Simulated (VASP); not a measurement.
# MgO (P-6m2) in VASP: a series of runs, part 2 of 2

VASP 6.6.1. Earlier steps stand in the parts before.

### Step 4. Single point, PBE

The input, INCAR:

```
ADDGRID = False
ALGO = Normal
EDIFF = 1E-5
ENCUT = 900
GGA = PE
ISIF = 2
ISMEAR = 0
LASPH = True
LCHARG = False
LREAL = False
LWAVE = False
NELM = 100
PREC = Accurate
SIGMA = 0.05
```

The input, KPOINTS:

```
k-points
0
Gamma
  11 11 10
```

The input, POSCAR:

```
MgO
1.0
    2.9380209034      0.0000000000      0.0000000000
   -1.4690104517      2.5444007392      0.0000000000
    0.0000000000      0.0000000000      2.6796800000
Mg O
1 1
Direct
   -0.0050010000     -0.0013850000      0.0023980000
    0.2972290000      0.6917140000      0.5132270000
```

Potentials or basis: VASP PAW PBE potentials, release 64 (Mg, O_h).

Launch:

```console
$ cat potpaw_PBE.64/Mg/POTCAR potpaw_PBE.64/O_h/POTCAR > POTCAR
$ mpirun -np 1 vasp_std > vasp.out
```

OUTCAR:

```text
EDIFF = 1E-5
   ENCUT = 900
   GGA = PE
   ISIF = 2
   ISMEAR = 0
   LASPH = True
   LREAL = False
   NELM = 100
   PREC = Accurate

 Found    606 irreducible k-points:

 Following reciprocal coordinates:
            Coordinates               Weight
  0.000000  0.000000  0.000000      1.000000
  0.090909  0.000000  0.000000      2.000000
  0.000000  0.090909  0.000000      2.000000
 -0.090909  0.090909  0.000000      2.000000
  0.181818  0.000000  0.000000      2.000000
  0.000000  0.181818  0.000000      2.000000
   k-points           NKPTS =    606   k-points in BZ     NKDIM =    606   number of bands    NBANDS=      8
   number of dos      NEDOS =    301   number of ions     NIONS =      2
   total plane-waves  NPLWV =  25200
   dimension x,y,z NGX =    30 NGY =   30 NGZ =   28
   dimension x,y,z NGXF=    60 NGYF=   60 NGZF=   56
   ions per type =               1   1
   NGX,Y,Z   is equivalent  to a cutoff of  16.98, 16.98, 17.37 a.u.
   NGXF,Y,Z  is equivalent  to a cutoff of  33.95, 33.95, 34.74 a.u.
 SYSTEM =  unknown system
   PREC   = accura    normal or accurate (medium, high low for compatibility)
   ISTART =      0    job   : 0-new  1-cont  2-samecut
   ICHARG =      2    charge: 1-file 2-atom 10-const
   ISPIN  =      1    spin polarized calculation?
   LNONCOLLINEAR =      F non collinear calculations
   LSORBIT =      F    spin-orbit coupling
   LASPH  =      T    aspherical Exc in radial PAW
   ENCUT  =  900.0 eV  66.15 Ry    8.13 a.u.   7.19  7.19  6.55*2*pi/ulx,y,z
   NELM   =    100;   NELMIN=  2; NELMDL= -5     # of ELM steps
   EDIFF  = 0.1E-04   stopping-criterion for ELM
   LREAL  =      F    real-space projection
   EDIFFG = 0.1E-03   stopping-criterion for IOM
   NSW    =      0    number of steps for IOM
   IBRION =     -1    ionic relax: 0-MD 1-quasi-New 2-CG
   NFREE  =      0    steps in history (QN), initial steepest desc. (CG)
   ISIF   =      2    stress and relaxation
   ISYM   =      2    0-nonsym 1-usesym 2-fastsym
   POTIM  = 0.5000    time-step for ionic-motion
   TEBEG  =    0.0;   TEEND  =   0.0 temperature during run
   PSTRESS=    0.0 pullay stress
   NELECT =       8.0000    total number of electrons
   NUPDOWN=      -1.0000    fix difference up-down
   EMIN   =  10.00;   EMAX   =-10.00  energy-range for DOS
   EFERMI =   0.00;   METHOD = LEGACY
   ISMEAR =     0;   SIGMA  =   0.05  broadening in eV -4-tet -1-fermi 0-gaus
   EFERMI_NEDOS =   21; number of points for ismear=-14 and -15
   IALGO  =     38    algorithm
   IMIX   =      4    mixing-type and parameters
     AMIX     =   0.40;   BMIX     =  1.00
     AMIX_MAG =   1.60;   BMIX_MAG =  1.00
  volume/ion in A,a.u.               =      10.02        67.59
  Fermi-wavevector in a.u.,A,eV,Ry     =   1.205583  2.278221 19.775115  1.453430
  Thomas-Fermi vector in A             =   2.341275
   LORBIT       =      0    0 simple, 1 ext, 2 COOP (PROOUT), +10 PAW based schemes
   GGA     = PE    functional components
   LHFCALC =     F    Hartree Fock is set to
   AEXX    =    0.0000 exact exchange contribution
   IVDW    =     0    specifies the selected vdW correction
   LEPSILON=     F    determine dielectric tensor
   LRPA    =     F    only Hartree local field effects (RPA)
 non-spin polarized calculation
 Gauss-broadening in eV      SIGMA  =   0.05
  energy-cutoff  :      900.00
  volume of cell :       20.03
 maximum number of plane-waves:      1242
 NGX is ok and might be reduce to    30
   NGX = 15   NGY = 15   NGZ = 13

 number of electron       8.0000000 magnetization

 Free energy of the ion-electron system (eV)
  ---------------------------------------------------
  ext. energy  EPLUGINS =         0.00000000
  ---------------------------------------------------
  free energy    TOTEN  =       -11.19212319 eV

  energy without entropy =      -11.19212319  energy(sigma->0) =      -11.19212319

 E-fermi :   4.0412     XC(G=0): -10.7318

 val. band max:        3.7359690549   @ k =   0.0000   0.0000   0.5000
 cond. band min:       6.6597963080   @ k =   0.0000   0.0000   0.0000
 fundamental gap:      2.9238272530
 Fermi energy:         4.0411741844

 k-point     1 :       0.0000    0.0000    0.0000
  band No.  band energies     occupation
      1     -13.7595      2.00000
      2       2.9929      2.00000
      3       3.1581      2.00000
      4       3.2554      2.00000
      5       6.6598      0.00000
      6      15.5632      0.00000
      7      19.0994      0.00000
      8      19.4489      0.00000
[... 45 lines left out ...]
 k-point     6 :       0.0000    0.1818    0.0000
  band No.  band energies     occupation
      1     -13.4887      2.00000
      2       1.4119      2.00000
      3       2.8175      2.00000
      4       3.3565      2.00000
      5       8.2847      0.00000
      6      15.2304      0.00000
      7      17.5777      0.00000
      8      20.0811      0.00000

 [... further k-points ...]

------------------------ aborting loop because EDIFF is reached ----------------------------------------

  FORCE on cell =-STRESS in cart. coord.  units (eV):
  Direction    XX          YY          ZZ          XY          YZ          ZX
  --------------------------------------------------------------------------------------
  -------------------------------------------------------------------------------------
  Total        0.0822054     -0.0065092      0.1432504     -0.0683217      0.0573724     -0.1042870
  in kB        6.5748739     -0.5206131     11.4573236     -5.4644461      4.5887070     -8.3409882
  external PRESSURE =       5.8371948 kB  Pullay stress =       0.0000000 kB

 VOLUME and BASIS-vectors are now :
 -----------------------------------------------------------------------------
  energy-cutoff  :      900.00
  volume of cell :       20.03
      direct lattice vectors                 reciprocal lattice vectors
     2.938020903  0.000000000  0.000000000     0.340365175  0.196509926  0.000000000
    -1.469010452  2.544400739  0.000000000     0.000000000  0.393019851  0.000000000
     0.000000000  0.000000000  2.679680000     0.000000000  0.000000000  0.373178887

 POSITION                                       TOTAL-FORCE (eV/Angst)
 -----------------------------------------------------------------------------------
      1.45635      2.54088      0.00643        -0.574361      0.318801      0.125173
     -0.14287      1.76000      1.37528         0.574361     -0.318801     -0.125173
 -----------------------------------------------------------------------------------
    total drift:                               -0.000934      0.000175     -0.000303

  FREE ENERGIE OF THE ION-ELECTRON SYSTEM (eV)
  ---------------------------------------------------
  free  energy   TOTEN  =       -11.1921231921 eV

  energy  without entropy=      -11.1921231921  energy(sigma->0) =      -11.19212319
```

OSZICAR:

```text
N       E                     dE             d eps       ncg     rms          rms(c)
DAV:   1     0.483327161643E+02    0.48333E+02   -0.60709E+03  9856   0.139E+03
DAV:   2    -0.986430530946E+01   -0.58197E+02   -0.56257E+02 13416   0.186E+02
DAV:   3    -0.129452922637E+02   -0.30810E+01   -0.30810E+01 10512   0.582E+01
DAV:   4    -0.129640597915E+02   -0.18768E-01   -0.18768E-01 17208   0.440E+00
DAV:   5    -0.129640651320E+02   -0.53405E-05   -0.53405E-05 10680   0.545E-02    0.762E+00
DAV:   6    -0.112457888105E+02    0.17183E+01   -0.11307E+01 11160   0.227E+01    0.250E+00
DAV:   7    -0.112106618912E+02    0.35127E-01   -0.95637E-02 12720   0.393E+00    0.141E+00
DAV:   8    -0.111924062764E+02    0.18256E-01   -0.43157E-02 11696   0.344E+00    0.273E-01
DAV:   9    -0.111920557568E+02    0.35052E-03   -0.68242E-04 15656   0.293E-01    0.161E-01
DAV:  10    -0.111921232871E+02   -0.67530E-04   -0.53445E-04 10520   0.255E-01    0.106E-02
DAV:  11    -0.111921231921E+02    0.95058E-07   -0.84373E-06 11936   0.404E-02
   1 F= -.11192123E+02 E0= -.11192123E+02  d E =-.153380E-20
```

Wall time 2.4 min (1 thread of AMD EPYC 7R13 (Zen 3), shared host); peak memory 0.37 GiB.

The run converged, but some of its settings lie outside the range that counts as converged, so its numbers aren't taken as properties of the crystal.

What came out:

```
Free energy            : -11.1921 eV
Pressure               : 0.6 GPa
Largest force          : 0.669 eV/Å
Band gap on the k mesh : 2.92 eV, indirect (least direct gap 3.40 eV)
```

Caveat: the cutoff is under 1.25 times the usual one of these potentials, so pressure, stress and relaxed cells hold a basis-set (Pulay) error; an odd mesh through Γ misses points on the zone boundary, where band edges often lie.

### Step 5. Single point, PBE

INCAR: that of step 4 with these lines changed.

```diff
@@ -2,4 +2,4 @@
 ALGO = Normal
-EDIFF = 1E-5
-ENCUT = 900
+EDIFF = 1E-7
+ENCUT = 800
 GGA = PE
```

The input, KPOINTS:

```
k-points
0
Gamma
  13 13 12
```

The input, POSCAR:

```
MgO
1.0
    2.9380209034      0.0000000000      0.0000000000
   -1.4690104517      2.5444007392      0.0000000000
    0.0000000000      0.0000000000      2.6796800000
Mg O
1 1
Direct
    0.0000000000      0.0000000000      0.0000000000
    0.3333333333      0.6666666667      0.5000000000
```

Launch:

```console
$ cat potpaw_PBE.64/Mg/POTCAR potpaw_PBE.64/O_h/POTCAR > POTCAR
$ mpirun -np 1 vasp_std > vasp.out
```

It took 36 s on 1 thread of AMD EPYC 7R13 (Zen 3), shared host; peak memory 0.17 GiB.

These settings aren't checked as converged: the numbers below hold their error.

What came out:

```
Free energy            : -11.2354 eV
Band gap on the k mesh : 3.00 eV, indirect (least direct gap 3.39 eV)
```

Caveat: the cutoff is under 1.25 times the usual one of these potentials, so pressure, stress and relaxed cells hold a basis-set (Pulay) error; an odd mesh through Γ misses points on the zone boundary, where band edges often lie.

### Step 6. For comparison

An earlier run on the cell as given: functional PBE; potentials or basis VASP PAW PBE potentials, release 64 (Mg, O); cutoff 520 eV; k mesh 10 × 10 × 10; occupations fermi-dirac, width 0.05 eV; no spin polarisation.

- Pressure: -0.7 GPa
- Band gap on the k mesh: 3.01 eV, indirect (least direct gap 3.40 eV)
